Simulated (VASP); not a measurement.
# N (P6_3/mmc) in VASP: a series of runs, part 2 of 2

VASP 6.6.1. The steps go on from the part before.

## (3) Electric field gradients, PBE

Contents of INCAR:

```
PREC = Accurate
ENCUT = 520
EDIFF = 1E-8
ISMEAR = -1
SIGMA = 0.03
LREAL = F
LASPH = T
NELM = 100
ALGO = Fast
ISIF = 2
LWAVE = F
LCHARG = F
GGA = PE
LEFG = T
NBANDS = 18
```

Contents of KPOINTS:

```
Automatic mesh
0
Gamma
  8 8 4
```

Contents of POSCAR:

```
N
1.0
    4.0499987506      0.0000000000      0.0000000000
   -2.0249993753      3.5074018033      0.0000000000
    0.0000000000      0.0000000000      6.6040000000
N
4
Direct
    0.3333333333      0.6666666667      0.3380000000
    0.6666666667      0.3333333333      0.8380000000
    0.3333333333      0.6666666667      0.1620000000
    0.6666666667      0.3333333333      0.6620000000
```

Potentials or basis: VASP PAW PBE potentials, release 64 (N).

On the command line:

```sh
$ cat potpaw_PBE.64/N/POTCAR > POTCAR
$ mpirun -np 1 vasp_std > vasp.out
```

OUTCAR:

```text
PREC = Accurate
   ENCUT = 520
   EDIFF = 1E-8
   ISMEAR = -1
   LREAL = F
   LASPH = T
   NELM = 100
   ISIF = 2
   GGA = PE

 ion  position               nearest neighbor table
   1  0.333  0.667  0.338-   3 1.16
   2  0.667  0.333  0.838-   4 1.16
   3  0.333  0.667  0.162-   1 1.16
   4  0.667  0.333  0.662-   2 1.16

  LATTYP: Found a hexagonal cell.
 ALAT       =     4.0499987506
 C/A-ratio  =     1.6306177870

  Lattice vectors:

 A1 = (   4.0499987506,   0.0000000000,   0.0000000000)
 A2 = (  -2.0249993753,   3.5074018033,   0.0000000000)
 A3 = (   0.0000000000,   0.0000000000,   6.6040000000)

Analysis of symmetry for initial positions (statically):
=====================================================================
 Subroutine PRICEL returns:
 Original cell was already a primitive cell.

 Routine SETGRP: Setting up the symmetry group for a
 hexagonal supercell.

 Subroutine GETGRP returns: Found 24 space group operations
 (whereof 12 operations were pure point group operations)
 out of a pool of 24 trial point group operations.

The static configuration has the point symmetry D_3d.
 The point group associated with its full space group is D_6h.

Analysis of symmetry for dynamics (positions and initial velocities):
=====================================================================
 Subroutine PRICEL returns:
 Original cell was already a primitive cell.

 Routine SETGRP: Setting up the symmetry group for a
 hexagonal supercell.

 Subroutine GETGRP returns: Found 24 space group operations
 (whereof 12 operations were pure point group operations)
 out of a pool of 24 trial point group operations.

The dynamic configuration has the point symmetry D_3d.
 The point group associated with its full space group is D_6h.

 Subroutine INISYM returns: Found 24 space group operations
 (whereof 12 operations are pure point group operations),
 and found     1 'primitive' translations

----------------------------------------------------------------------------------------

                                     Primitive cell

  volume of cell :      93.8096

  direct lattice vectors                    reciprocal lattice vectors
     4.049998751  0.000000000  0.000000000     0.246913656  0.142555666  0.000000000
    -2.024999375  3.507401803  0.000000000     0.000000000  0.285111332  0.000000000
     0.000000000  0.000000000  6.604000000     0.000000000  0.000000000  0.151423380

  length of vectors
     4.049998751  4.049998751  6.604000000     0.285111332  0.285111332  0.151423380

  position of ions in fractional coordinates (direct lattice)
     0.333333333  0.666666667  0.338000000
     0.666666667  0.333333333  0.838000000
     0.333333333  0.666666667  0.162000000
     0.666666667  0.333333333  0.662000000

  ion indices of the primitive-cell ions
   primitive index   ion index
[... 88 lines left out ...]
   NUPDOWN=      -1.0000    fix difference up-down
   EMIN   =  10.00;   EMAX   =-10.00  energy-range for DOS
   EFERMI =   0.00;   METHOD = LEGACY
   ISMEAR =    -1;   SIGMA  =   0.03  broadening in eV -4-tet -1-fermi 0-gaus
   EFERMI_NEDOS =   21; number of points for ismear=-14 and -15
   IALGO  =     68    algorithm
   IMIX   =      4    mixing-type and parameters
     AMIX     =   0.40;   BMIX     =  1.00
     AMIX_MAG =   1.60;   BMIX_MAG =  1.00
  volume/ion in A,a.u.               =      23.45       158.26
  Fermi-wavevector in a.u.,A,eV,Ry     =   0.977993  1.848138 13.013564  0.956470
  Thomas-Fermi vector in A             =   2.108734
   LORBIT       =      0    0 simple, 1 ext, 2 COOP (PROOUT), +10 PAW based schemes
   GGA     = PE    functional components
   LHFCALC =     F    Hartree Fock is set to
   AEXX    =    0.0000 exact exchange contribution
   IVDW    =     0    specifies the selected vdW correction
   LEPSILON=     F    determine dielectric tensor
   LRPA    =     F    only Hartree local field effects (RPA)
 non-spin polarized calculation
 RMM-DIIS sequential band-by-band and
  energy-cutoff  :      520.00
  volume of cell :       93.81
 maximum number of plane-waves:      2563
   NGX = 15   NGY = 15   NGZ = 25

 number of electron      20.0000000 magnetization

 Free energy of the ion-electron system (eV)
  ---------------------------------------------------
  ext. energy  EPLUGINS =         0.00000000
  ---------------------------------------------------
  free energy    TOTEN  =       -32.96107391 eV

  energy without entropy =      -32.96107391  energy(sigma->0) =      -32.96107391

 E-fermi :  -5.3880     XC(G=0):  -6.3260

 val. band max:       -6.0663666702   @ k =   0.0000   0.0000   0.0000
 cond. band min:      -0.0396989184   @ k =   0.3750   0.2500   0.0000
 fundamental gap:      6.0266677517
 Fermi energy:        -5.3880271115

 k-point     1 :       0.0000    0.0000    0.0000
  band No.  band energies     occupation
      1     -24.0323      2.00000
      2     -23.9739      2.00000
      3     -11.0534      2.00000
      4      -9.9900      2.00000
      5      -7.6485      2.00000
      6      -7.6485      2.00000
[... 481 lines left out ...]
      5      -7.8437      2.00000
      6      -7.8437      2.00000
[... 10 lines left out ...]
     17       7.4601      0.00000
     18       7.4601      0.00000

 [... further k-points ...]

------------------------ aborting loop because EDIFF is reached ----------------------------------------

  FORCE on cell =-STRESS in cart. coord.  units (eV):
  Direction    XX          YY          ZZ          XY          YZ          ZX
  --------------------------------------------------------------------------------------
  -------------------------------------------------------------------------------------
  Total        0.2929571      0.2929571    -13.8506298     -0.0000000     -0.0000000      0.0000000
  in kB        5.0034220      5.0034220   -236.5552709     -0.0000000     -0.0000000      0.0000000
  external PRESSURE =     -75.5161423 kB  Pullay stress =       0.0000000 kB

 VOLUME and BASIS-vectors are now :
 -----------------------------------------------------------------------------
  energy-cutoff  :      520.00
  volume of cell :       93.81
      direct lattice vectors                 reciprocal lattice vectors
     4.049998751  0.000000000  0.000000000     0.246913656  0.142555666  0.000000000
    -2.024999375  3.507401803  0.000000000     0.000000000  0.285111332  0.000000000
     0.000000000  0.000000000  6.604000000     0.000000000  0.000000000  0.151423380

 POSITION                                       TOTAL-FORCE (eV/Angst)
 -----------------------------------------------------------------------------------
     -0.00000      2.33827      2.23215         0.000000     -0.000000     -6.183492
      2.02500      1.16913      5.53415        -0.000000     -0.000000     -6.183492
     -0.00000      2.33827      1.06985        -0.000000      0.000000      6.183492
      2.02500      1.16913      4.37185         0.000000      0.000000      6.183492
 -----------------------------------------------------------------------------------
    total drift:                               -0.000000      0.000000      0.000000

  FREE ENERGIE OF THE ION-ELECTRON SYSTEM (eV)
  ---------------------------------------------------
  free  energy   TOTEN  =       -32.9610739091 eV

  energy  without entropy=      -32.9610739091  energy(sigma->0) =      -32.96107391

 Electric field gradients (V/A^2)
---------------------------------------------------------------------
 ion       V_xx      V_yy      V_zz      V_xy      V_xz      V_yz
---------------------------------------------------------------------
   1      53.802    53.801  -107.603    -0.001     0.000    -0.000
   2      53.802    53.801  -107.603    -0.001    -0.000     0.000
   3      53.802    53.801  -107.603    -0.001    -0.000     0.000
   4      53.802    53.801  -107.603    -0.001     0.000    -0.000
---------------------------------------------------------------------

 Electric field gradients after diagonalization (V/A^2)
 (convention: |V_zz| > |V_xx| > |V_yy|)
----------------------------------------------------------------------
 ion       V_xx      V_yy      V_zz     asymmetry (V_yy - V_xx)/ V_zz
----------------------------------------------------------------------
   1      53.802    53.801  -107.603       0.000
   2      53.802    53.801  -107.603       0.000
   3      53.802    53.801  -107.603       0.000
   4      53.802    53.801  -107.603       0.000
----------------------------------------------------------------------

           NMR quadrupolar parameters

 Cq : quadrupolar parameter    Cq=e*Q*V_zz/h
 eta: asymmetry parameters     (V_yy - V_xx)/ V_zz
 Q  : nuclear electric quadrupole moment in mb (millibarn)
----------------------------------------------------------------------
 ion       Cq(MHz)       eta       Q (mb)
----------------------------------------------------------------------
   1      -0.260       0.000       1.000
   2      -0.260       0.000       1.000
   3      -0.260       0.000       1.000
   4      -0.260       0.000       1.000
----------------------------------------------------------------------
```

OSZICAR:

```text
N       E                     dE             d eps       ncg     rms          rms(c)
DAV:   1     0.111790636976E+03    0.11179E+03   -0.91945E+03  1080   0.929E+02
DAV:   2    -0.245374224248E+02   -0.13633E+03   -0.13202E+03  1478   0.219E+02
DAV:   3    -0.340282629214E+02   -0.94908E+01   -0.94286E+01  1182   0.652E+01
[... 11 lines left out ...]
RMM:  15    -0.329610733080E+02   -0.42750E-06   -0.18371E-06  1400   0.118E-02    0.124E-03
RMM:  16    -0.329610736260E+02   -0.31803E-06   -0.38489E-07  1316   0.431E-03    0.639E-04
RMM:  17    -0.329610738671E+02   -0.24107E-06   -0.10177E-07  1150   0.220E-03    0.144E-04
RMM:  18    -0.329610739029E+02   -0.35763E-07   -0.26891E-08   915   0.960E-04    0.164E-04
RMM:  19    -0.329610739091E+02   -0.62387E-08   -0.30823E-09   688   0.371E-04
   1 F= -.32961074E+02 E0= -.32961074E+02  d E =-.315594E-11
```

stdout:

```text
POSCAR found type information on POSCAR N
 POSCAR found :  1 types and       4 ions
 scaLAPACK will be used
 LDA part: xc-table for (Slater+PW92), standard interpolation
 POSCAR, INCAR and KPOINTS ok, starting setup
 FFT: planning ... GRIDC
 FFT: planning ... GRID_SOFT
 FFT: planning ... GRID
 WAVECAR not read
 entering main loop
ion   1

ion   2

ion   3

ion   4
```

It took 68 s on 1 thread of Intel Xeon Platinum 8488C (Sapphire Rapids), shared host; peak memory 0.2 GiB.

What came out:

```
Free energy            : -32.9611 eV
Pressure               : -7.6 GPa
Largest force          : 6.183 eV/Å
Band gap on the k mesh : 6.03 eV, indirect (least direct gap 6.43 eV)
```

Forces in eV/Å, atoms in the order of the input:
```
N    0.000  0.000 -6.183
N    0.000  0.000 -6.183
N    0.000  0.000  6.183
N    0.000  0.000  6.183
```

Stress tensor (GPa, compression positive):
```
  0.50   0.00   0.00
  0.00   0.50   0.00
  0.00   0.00 -23.66
```

Levels at points of the mesh, in eV from the valence-band top:
```tsv
k point	band 6	band 7	band 8	band 9	band 10	band 11	band 12	band 13	band 14	band 15
(0.00, 0.00, 0.00)	-1.58	-1.52	-1.40	-1.40	0.00	6.79	6.79	7.41	7.41	10.00
(0.50, 0.00, 0.00)	-1.89	-1.72	-1.42	-0.74	-0.30	6.20	6.47	7.03	7.55	11.45
(0.00, 0.00, 0.50)	-1.49	-1.49	-1.49	-0.67	-0.67	7.09	7.09	7.09	7.09	10.06
(0.50, 0.00, 0.50)	-1.82	-1.58	-1.58	-0.66	-0.66	6.65	6.65	6.99	6.99	12.40
```

Electric field gradients, principal values (V/Å²):
| atom | Vxx | Vyy | Vzz |
| --- | --- | --- | --- |
| 1 N | 53.801 | 53.802 | -107.603 |
| 2 N | 53.801 | 53.802 | -107.603 |
| 3 N | 53.801 | 53.802 | -107.603 |
| 4 N | 53.801 | 53.802 | -107.603 |

Caveat: the standard files for N, O and F lose accuracy on very short bonds; forces of over 1 eV/Å show positions far from the minimum, so gaps and moduli don't describe the material at rest. A k mesh can miss the band edges.
